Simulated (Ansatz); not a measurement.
## Rh/LiH/Pt under bias

What current flows through Rh/LiH/Pt, and is the curve linear and symmetric? The lower electrode is Rh fcc(111), the upper one Pt fcc(111); the barrier is LiH rock salt(111) (Li and Li faces). In the first transport cell, after relaxation, the nearest pair of electrode and barrier is Rh–Li at 2.45 Å, along the normal, at the lower face and Pt–Li at 2.42 Å, along the normal, at the upper one. All share a net of side 2.708 Å, which strains the lower electrode by +0.0 %, the upper one by -3.5 % and the barrier by -4.5 %, against typed lattice constants near PBE's. The first steps treat the bulk electrodes alone.

Program: Ansatz 0.2.0. Level of theory: PBE DFT, plane waves, PAW files, in the first sound run; inputs show where later runs differ. Results are calculated unless marked as measured.

Most raw output is cut from this account.

### 1. Starting point

Symmetry: Fm-3m, No. 225, cubic system. Conventional cell: a = 3.830 Å, b = 3.830 Å, c = 3.830 Å, α = 90.00°, β = 90.00°, γ = 90.00°. Nearest to Rh lie 12 Rh at 2.71 Å.

### 2. Layer spacing of the electrode, electrode Rh fcc(111), k-mesh 18×18×5

The electrode is held to the junction's net and relaxed along the normal; its spacing is used for the ideal lead layers.

Input file input.yaml:

```yaml
crystal:
  lattice:
    - [2.708, 0.0, 0.0]
    - [-1.354, 2.3451967934, 0.0]
    - [0.0, 0.0, 6.6341300517]
  atoms:
    - { symbol: Rh, position: [0.0, 0.0, 0.0] }
    - { symbol: Rh, position: [0.3333333333, 0.6666666667, 0.3333333333] }
    - { symbol: Rh, position: [0.6666666667, 0.3333333333, 0.6666666667] }
kpoints:
  mp_grid: { grid: [18, 18, 5] }
scf:
  occupations: { method: fermi_dirac, width: 0.1 }
  max_iter: 150
hamiltonian:
  xc: pbe
relax:
  f_tol: 0.01
  max_steps: 40
  cell: { fix: [a, b, angles] }
```

Run with:

```bash
ansatz run input.yaml --threads 4 --pin off --max-ram 16384MiB --backend cpu --events-out ev --progress --plain --runs-dir out
```

Elapsed: 6.6 s, on 4 threads of Arm Neoverse V2, shared host; peak memory 0.45 GiB; 25 s of CPU time.

Little changed from the start: no atom moved by 0.005 Å and no cell edge by 0.1 %.

Numbers from this step:

```yaml
free_energy: -19208.7325 eV
fermi_energy: 21.75 eV
pressure: 0.2116 GPa
```

### 3. Layer spacing of the electrode, electrode Pt fcc(111), k-mesh 18×18×4

System of this step: Pt. The structure is trigonal, space group R-3m (No. 166). The conventional cell has a = 2.708 Å, b = 2.708 Å, c = 7.046 Å, α = 90.00°, β = 90.00°, γ = 120.00°. Nearest to Pt lie 12 Pt at 2.71 to 2.82 Å.

input.yaml, the sections that differ from step 2:

```yaml
crystal:
  lattice:
    - [2.708, 0.0, 0.0]
    - [-1.354, 2.3451967934, 0.0]
    - [0.0, 0.0, 7.0463581439]
  atoms:
    - { symbol: Pt, position: [0.0, 0.0, 0.0] }
    - { symbol: Pt, position: [0.3333333333, 0.6666666667, 0.3333333333] }
    - { symbol: Pt, position: [0.6666666667, 0.3333333333, 0.6666666667] }
kpoints:
  mp_grid: { grid: [18, 18, 4] }
# scf, hamiltonian, relax: as in step 2
```

The job ended after 7.5 s (4 threads; peak memory 0.45 GiB; 29 s of CPU time).

Step by step:

```csv
step,energy less that of the first step (eV),largest force component (eV/Å),pressure (GPa),volume (Å³)
1,0.0000,0.0000,14.90,44.75
2,-0.0060,0.0000,5.93,46.41
3,-0.0184,0.0000,9.30,45.72
4,-0.0186,0.0000,9.70,45.64
5*,-0.0190,0.0000,9.70,45.64
```

Relaxation steps marked * repeat the geometry before them on a plane-wave basis chosen anew for their cell, so energy and pressure can jump there.

The run keeps the 36 symmetry operations that it works with, so distortions that break them were not tested.

```
conventional cell, symmetrised  before  after  change
                         a (Å)   2.708  2.708  -0.0 %
                         b (Å)   2.708  2.708  -0.0 %
                         c (Å)   7.046  7.187  +2.0 %
              volume (Å³/atom)   14.92  15.21  +2.0 %
```

Final coordinates:

```xyz
3
Lattice="2.7080 0.0000 0.0000 -1.3540 2.3452 0.0000 0.0000 0.0000 7.1873" Properties=species:S:1:pos:R:3 pbc="T T T"
Pt    0.0000    0.0000    0.0000
Pt    0.0000    1.5635    2.3958
Pt    1.3540    0.7817    4.7915
```

This step gave:

```yaml
free_energy: -37568.9972 eV
fermi_energy: 23.12 eV
pressure: 9.696 GPa
```

The cell grew by 2.0 % in volume.

### 4. Relaxation

System of this step: Rh/LiH/Pt. The cell holds 17 atoms: 4 Rh, 5 Li, 4 H and 4 Pt. Cell: a = 2.708 Å, b = 2.708 Å, c = 44.673 Å, α = 90.0°, β = 90.0°, γ = 120.0°. Vacuum lies along c.

Tunnelling depends exponentially on distance, so the interfaces are relaxed first. A short slab in vacuum serves: only the barrier and the layers next to it are taken over, and later cells can add or drop layers in the barrier's middle. The dipole correction removes the field that unlike faces would set up across the vacuum.

Input file input.yaml:

```yaml
crystal:
  lattice:
    - [2.708, 0.0, 0.0]
    - [-1.354, 2.3451967934, 0.0]
    - [0.0, 0.0, 44.6726716606]
  atoms:
    - { symbol: Rh, position: [0.0, 0.0, 0.179080402] }
    - { symbol: Rh, position: [0.33333333, 0.66666667, 0.2285821802] }
    - { symbol: Rh, position: [0.66666667, 0.33333333, 0.2780839584] }
    - { symbol: Rh, position: [0.0, 0.0, 0.3275857366] }
    - { symbol: Li, position: [0.0, 0.0, 0.3891446248] }
    - { symbol: H, position: [0.33333333, 0.66666667, 0.4158728881] }
    - { symbol: Li, position: [0.66666667, 0.33333333, 0.4426011515] }
    - { symbol: H, position: [0.0, 0.0, 0.4693294149] }
    - { symbol: Li, position: [0.33333333, 0.66666667, 0.4960576782] }
    - { symbol: H, position: [0.66666667, 0.33333333, 0.5227859416] }
    - { symbol: Li, position: [0.0, 0.0, 0.5495142049] }
    - { symbol: H, position: [0.33333333, 0.66666667, 0.5762424683] }
    - { symbol: Li, position: [0.66666667, 0.33333333, 0.6029707317] }
    - { symbol: Pt, position: [0.66666667, 0.33333333, 0.6631865168] }
    - { symbol: Pt, position: [0.0, 0.0, 0.7157642106] }
    - { symbol: Pt, position: [0.33333333, 0.66666667, 0.7683419043] }
    - { symbol: Pt, position: [0.66666667, 0.33333333, 0.820919598] }
kpoints:
  mp_grid: { grid: [12, 12, 1] }
scf:
  occupations: { method: fermi_dirac, width: 0.1 }
  max_iter: 150
hamiltonian:
  xc: pbe
efield:
  axis: 3
  dipole_correction: true
relax:
  f_tol: 0.04
  max_steps: 60
output:
  forces: true
```

It took 39 s on 4 threads; peak memory 1.1 GiB; 2.6 min of CPU time.

The steps of the relaxation:

```csv
step,energy less that of the first step (eV),largest force component (eV/Å)
1,0.0000,1.0838
2,-0.1694,0.2444
3,-0.2365,0.0836
4,-0.2634,0.0282
```

The run keeps the 6 symmetry operations that it works with, so distortions that break them were not tested.

The atoms that moved most (Å):

| atom | dx | dy | dz | length |
| --- | --- | --- | --- | --- |
| Rh1 | 0.000 | 0.000 | 0.434 | 0.434 |
| Pt14 | 0.000 | 0.000 | -0.413 | 0.413 |
| Rh2 | 0.000 | 0.000 | 0.393 | 0.393 |
| Rh3 | 0.000 | 0.000 | 0.379 | 0.379 |
| Rh4 | 0.000 | 0.000 | 0.362 | 0.362 |
| Pt15 | 0.000 | 0.000 | -0.315 | 0.315 |
| Pt16 | 0.000 | 0.000 | -0.271 | 0.271 |
| Pt17 | 0.000 | 0.000 | -0.223 | 0.223 |

Numbers from this step:

| Quantity | Value |
| --- | --- |
| free energy | -76792.5786 eV |
| Fermi energy | 8.352 eV |
| work function, upper face | 5.767 eV |
| work function, lower face | 5.168 eV |
| dipole along the normal | -0.02101 e·Å |
| dipole's counter field | -0.01340 V/Å |

The largest force component on a free atom ends at 0.028 eV/Å. The work functions of the outer faces are 5.17 and 5.77 eV.

### 5. Current under bias

This step: PBE DFT, plane waves, PAW files; current against voltage, self-consistent between two reservoirs (Ansatz 0.2.0).

System of this step: Rh/LiH/Pt. The cell holds 26 atoms: 11 Rh, 3 Li, 2 H and 10 Pt. Its edges and angles: a = 2.708 Å, b = 2.708 Å, c = 67.267 Å, α = 90.0°, β = 90.0°, γ = 120.0°. Regions: left electrode, 11 atoms (11 Rh); barrier, 5 atoms (3 Li and 2 H); right electrode, 10 atoms (10 Pt). Vacuum lies along c.

Under bias the potential drop changes the barrier, so density and potential are solved anew at each voltage between two reservoirs. The leads must hold the reservoirs as well as the screening charge.

Input file input.yaml:

```yaml
crystal:
  lattice:
    - [2.708, 0.0, 0.0]
    - [-1.354, 2.3451967934, 0.0]
    - [0.0, 0.0, 67.2672502171]
  atoms:
    - { symbol: Rh, position: [0.66666667, 0.33333333, 0.1040625264] }
    - { symbol: Rh, position: [0.0, 0.0, 0.1369665775] }
    - { symbol: Rh, position: [0.33333333, 0.66666667, 0.1698706287] }
    - { symbol: Rh, position: [0.66666667, 0.33333333, 0.2027746798] }
    - { symbol: Rh, position: [0.0, 0.0, 0.235678731] }
    - { symbol: Rh, position: [0.33333333, 0.66666667, 0.2685827822] }
    - { symbol: Rh, position: [0.66666667, 0.33333333, 0.3014868333] }
    - { symbol: Rh, position: [0.0, 0.0, 0.3343908845] }
[... 14 atom lines left out ...]
    - { symbol: Pt, position: [0.33333333, 0.66666667, 0.7890907404] }
    - { symbol: Pt, position: [0.66666667, 0.33333333, 0.8247063181] }
    - { symbol: Pt, position: [0.0, 0.0, 0.8603218959] }
    - { symbol: Pt, position: [0.33333333, 0.66666667, 0.8959374736] }
kpoints:
  mp_grid: { grid: [12, 12, 1] }
scf:
  occupations: { method: fermi_dirac, width: 0.1 }
  max_iter: 150
hamiltonian:
  xc: pbe
output:
  current_voltage:
    bias: [0.2, 0.3, -0.2, -0.3]
    kmesh: [24, 24]
    leads: [[4, 5], [21, 22]]
    electrode_ends: [10, 16]
  write_potential: true
  write_density: true
  volumetric_format: npy
  elf: true
```

Wall time 13 min (4 threads); peak memory 3.9 GiB; 50 min of CPU time.

This step gave:

| Quantity | Value |
| --- | --- |
| free energy | -196308.2276 eV |
| Fermi energy | 15.44 eV |
| conductance at zero bias | 8.47e12 S/m² |

Checks by voltage:

```csv
bias (V),current density (ampere/m²),current on every other mesh point (ampere),drop across the junction (V),electrons moved,electrons in bound states,"misfit, lower lead (eV)","misfit, upper lead (eV)",iterations
-0.3,-1.91e12,-1.23e-7,-0.2986,-0.001498,3.32e-5,0.02905,0.03059,5
-0.2,-1.39e12,-8.34e-8,-0.1991,-9.75e-4,2.22e-5,0.02915,0.0305,8
0,0,0,0,0,0,0.02935,0.0303,9
0.2,1.71e12,1.24e-7,0.1993,8.98e-4,2.38e-5,0.02949,0.03042,9
0.3,2.65e12,2.00e-7,0.299,0.001318,3.54e-5,0.02954,0.03045,5
```

Cell area 6.351 Å^2. Table of current through one cell by bias:

```csv
bias (V),current through one cell (nA)
-0.300,-121
-0.200,-88.5
0.000,0
0.200,109
0.300,168
```

Bias 0 V. Table of transmission and channels, zone mean by energy, zero at the mean Fermi level:

```csv
energy (eV),transmission,"channels, left","channels, right"
-0.259,0.00532,1.71,1.69
-0.233,0.00598,1.68,1.61
-0.207,0.00550,1.66,1.54
-0.181,0.00592,1.72,1.51
-0.155,0.00605,1.75,1.54
-0.129,0.00587,1.75,1.52
-0.103,0.00577,1.74,1.49
-0.078,0.00587,1.76,1.41
-0.052,0.00602,1.74,1.34
-0.026,0.00574,1.72,1.25
0.000,0.00638,1.74,1.16
0.026,0.00833,1.76,1.14
0.052,0.00913,1.81,1.10
0.078,0.00782,1.79,1.09
0.103,0.00607,1.86,1.07
0.129,0.00537,1.90,1.07
0.155,0.00562,1.92,1.03
0.181,0.00567,1.89,1.01
0.207,0.00582,1.92,0.979
0.233,0.00623,1.89,0.865
0.259,0.00677,1.91,0.865
```

Bias 0.3 V. Transmission and channels, zone mean against energy, zero at the mean Fermi level:

```csv
energy (eV),transmission,"channels, left","channels, right"
-0.414,0.00574,1.65,1.71
-0.388,0.0110,1.69,1.63
-0.362,0.00408,1.75,1.58
-0.336,0.00398,1.71,1.52
-0.284,0.00598,1.75,1.53
-0.259,0.00666,1.76,1.47
-0.207,0.00446,1.76,1.32
-0.181,0.00758,1.77,1.30
-0.129,0.00436,1.69,1.16
-0.103,0.00503,1.69,1.10
-0.078,0.00767,1.68,1.11
-0.052,0.00622,1.66,1.07
-0.026,0.00501,1.71,1.05
0.000,0.00761,1.75,1.05
0.026,0.00885,1.75,1.01
0.052,0.00826,1.74,0.979
0.103,0.0120,1.75,0.865
0.129,0.00743,1.72,0.854
0.181,0.00811,1.76,0.875
0.207,0.00782,1.79,0.812
0.259,0.00674,1.85,0.776
0.284,0.00670,1.90,0.693
0.336,0.00698,1.88,0.594
0.362,0.00757,1.94,0.594
0.414,0.00925,1.91,0.604
```

Bias -0.3 V. Transmission and channels, zone mean against energy, zero at the mean Fermi level:

```csv
energy (eV),transmission,"channels, left","channels, right"
-0.414,0.00316,1.71,1.64
-0.388,0.00321,1.71,1.71
-0.362,0.00393,1.66,1.77
-0.336,0.00606,1.72,1.75
-0.310,0.00406,1.73,1.81
-0.259,0.00376,1.74,1.78
-0.233,0.00429,1.74,1.75
-0.207,0.00490,1.74,1.75
-0.181,0.00456,1.72,1.78
-0.155,0.00484,1.72,1.74
-0.129,0.00615,1.76,1.76
-0.103,0.00726,1.81,1.68
-0.078,0.00704,1.79,1.60
-0.052,0.00536,1.83,1.54
-0.026,0.00424,1.85,1.51
0.000,0.00419,1.92,1.56
0.026,0.00417,1.89,1.53
0.052,0.00432,1.92,1.45
0.078,0.00474,1.89,1.38
0.103,0.00521,1.89,1.35
0.129,0.00508,1.90,1.25
0.155,0.00544,1.92,1.16
0.181,0.00588,1.95,1.15
0.207,0.00581,1.94,1.10
0.233,0.00632,1.96,1.09
0.259,0.00656,1.92,1.07
0.310,0.00878,1.86,1.01
0.336,0.0103,1.84,0.990
0.362,0.00925,1.82,0.979
0.388,0.0108,1.77,0.865
0.414,0.00910,1.69,0.865
```

The Hartree potential energy less that at 0 V, planar mean by z:

```
z (Å)  0.2 V (eV)  0.3 V (eV)  -0.2 V (eV)  -0.3 V (eV)
  0.0    -0.00151    -0.00237       2.0e-4       3.1e-4
  2.5      0.0450      0.0675      -0.0464      -0.0696
  5.0      0.0892       0.134      -0.0903       -0.135
  7.5      0.0980       0.147      -0.0981       -0.147
 10.0      0.0981       0.147      -0.0982       -0.147
 12.5      0.0980       0.147      -0.0983       -0.148
 15.0      0.0980       0.147      -0.0979       -0.147
 17.5      0.0976       0.146      -0.0975       -0.146
 20.0      0.0979       0.147      -0.0977       -0.147
 22.5      0.0980       0.147      -0.0981       -0.147
 25.0      0.0979       0.147      -0.0982       -0.147
 27.5      0.0977       0.146      -0.0979       -0.147
 30.0      0.0975       0.146      -0.0979       -0.147
 32.5      0.0385      0.0587      -0.0356      -0.0522
 35.0     -0.0197     -0.0285       0.0231       0.0359
 37.5     -0.0978      -0.147       0.0980        0.147
 40.0      -0.100      -0.150        0.100        0.150
 42.5      -0.102      -0.153        0.102        0.152
 45.0      -0.102      -0.152        0.101        0.152
 47.5      -0.101      -0.152        0.101        0.152
 50.0      -0.102      -0.153        0.101        0.152
 52.5      -0.101      -0.152        0.102        0.152
 55.0      -0.102      -0.153        0.102        0.152
 57.5      -0.102      -0.153        0.102        0.153
 60.0      -0.102      -0.152        0.102        0.152
 62.5     -0.0885      -0.133       0.0880        0.132
 65.0     -0.0436     -0.0655       0.0425       0.0638
```

ELF in the ca plane at fractional y = 0.667, with atoms of Rh and H and Li and Pt within 0.2 Å of it. It is the smooth field of the valence electrons, not physical close to the nuclei.

Ten even steps from '0' (0.21 × 1e-1) to '9' (9.98 × 1e-1), each cell a mean:
```
34322222222244222234322200002200027884102222
34322222222244222234322200002200017884102222
22222233222223222223222210047740015651001333
22222466522222111122222311499994012200311334
22222577632222211122223322799997100006961345
22222577632222211122223322799997100006961345
22222466522222111122222311599995112201421334
22222234322222212222222210158851015640001333
```
Columns run along c (16.0 Å, from fractional 0.33 to 0.57 of the cell), rows up along a (2.7 Å). Atoms in or near the plane, at fractional coordinates: Rh at (0.37, 0.33), H at (0.49, 0.33), Li at (0.54, 0.33).

Valence density in the ca plane at fractional y = 0.667, with atoms of Rh and H and Li and Pt within 0.2 Å of it. It is the smooth field of the valence electrons, not physical close to the nuclei.

Values in units of 1e0 e/Å³, 5 rows by 16 columns, each cell a mean:
```
0.4 0.3 1.0 1.1 0.8 1.4 0.2 0.1 0.1 0.1 0.1 0.2 0.1 0.2 0.4 0.3
1.1 0.7 0.7 0.7 0.5 0.8 0.1 0.1 0.1 0.1 0.1 0.1 0.1 0.2 1.4 0.5
6.2 3.4 0.3 0.3 0.2 0.3 0.1 0.1 0.6 0.3 0.1 0.4 1.9 0.7 7.0 2.0
7.9 4.3 0.3 0.2 0.2 0.3 0.1 0.1 0.7 0.3 0.1 0.6 3.1 0.8 8.6 2.5
2.1 1.2 0.5 0.5 0.4 0.6 0.1 0.1 0.2 0.1 0.1 0.1 0.2 0.3 2.7 0.8
```
Columns run along c (16.0 Å, from fractional 0.36 to 0.60 of the cell), rows up along a (2.7 Å). Atoms in or near the plane, at fractional coordinates: Rh at (0.37, 0.33), H at (0.49, 0.33), Li at (0.54, 0.33), Pt at (0.57, 0.33).

Electrostatic potential energy in the ca plane at fractional y = 0.667, with atoms of Rh and H and Li and Pt within 0.2 Å of it. With pseudopotentials it is smooth inside the atoms' cores, unlike the true potential.

Ten even steps from '0' (-59 eV) to '9' (18 eV), each cell a mean:
```
99999986578986579999989999989999999999999999
99999986578986579999999999989999999999999999
87679997789998789999999999999999999999866799
62137999999999999999999999999999877999521379
30005999999999999999999659999998656898300159
30005999999999999999999659999998655898300159
51037999999999999999999989999999867999511379
86579998789998789999999999999999989999865799
```
Columns run along c (16.0 Å, from fractional 0.36 to 0.60 of the cell; values clipped at the 3rd and 97th percentile), rows up along a (2.7 Å). Atoms in or near the plane, at fractional coordinates: Rh at (0.37, 0.33), H at (0.49, 0.33), Li at (0.54, 0.33), Pt at (0.57, 0.33).

All 5 points reached self-consistency. On every other mesh point the currents change by up to 19 %. The leads' potential repeats within 31 meV.

(Part 1 of 2 ends here.)

[Logs are printed without paths, hosts, clocks, repeated set-up lines and the standing remarks that a program may print on its own settings, such as how far it seeks lower states.]

[Hosts, paths, dates, database ids (printed as entryN), source tags and the programs' standing remarks are cut or masked in the printed files.]
